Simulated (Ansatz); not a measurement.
# A computed series for ZrO2: response to strain

The reference is ZrO₂ (space group P4_2/nmc, No. 137).

```xyz
6
Lattice="3.5845 0.0000 0.0000 0.0000 3.5845 0.0000 0.0000 0.0000 5.1787" Properties=species:S:1:pos:R:3 pbc="T T T"
Zr     0.0000     0.0000     0.0000
Zr     1.7922     1.7922     2.5894
O      0.0000     1.7922     1.0417
O      0.0000     1.7922     3.6311
O      1.7922     0.0000     1.5476
O      1.7922     0.0000     4.1370
```

Cartesian axes are those of the cell as printed.

Strains are applied to the cell and any free atomic positions relax; under biaxial strain the out-of-plane vector relaxes too; under stress the whole cell relaxes.

Levels (all Ansatz, a quantum-chemistry and plane-wave program, PAW, earlier PAW set): PBEsol (420 eV, without spin-orbit coupling); r2SCAN (500 eV, no SOC); HSE06 (420 eV, scalar-relativistic without spin-orbit coupling); PBEsol+SOC (420 eV, spin-orbit coupling included).

Band gaps by level, all at the geometries relaxed with PBEsol:

| case | PBEsol | r2SCAN | HSE06 | PBEsol+SOC |
|---|---|---|---|---|
| base | 4.00 eV | 4.62 eV | 5.73 eV | 4.00 eV |
| biaxial strain −2.33 %, plane normal [001], relaxed out of plane | 4.15 eV | … | … | 4.15 eV |
| uniaxial stress, 2 GPa tension along z | 4.06 eV | … | … | – |
| tensor shear ε_xz = −0.76 % | 4.01 eV | 4.62 eV | 5.73 eV | 4.01 eV |

### Question
Complete the table.

### Answer

- biaxial strain −2.33 %, plane normal [001], relaxed out of plane, r2SCAN: 4.76 eV
- biaxial strain −2.33 %, plane normal [001], relaxed out of plane, HSE06: 5.88 eV
- uniaxial stress, 2 GPa tension along z, r2SCAN: 4.66 eV
- uniaxial stress, 2 GPa tension along z, HSE06: 5.75 eV

Single points use the geometry relaxed with PBEsol. The hybrid gap comes from the SCF mesh plus the semilocal run's edge points and a few special points and is an upper bound. Differences between runs with and without spin-orbit coupling are approximate. Beyond what the load breaks, stability against distortions was not tested. This is not the structure that ZrO2 has at room temperature and ambient pressure.
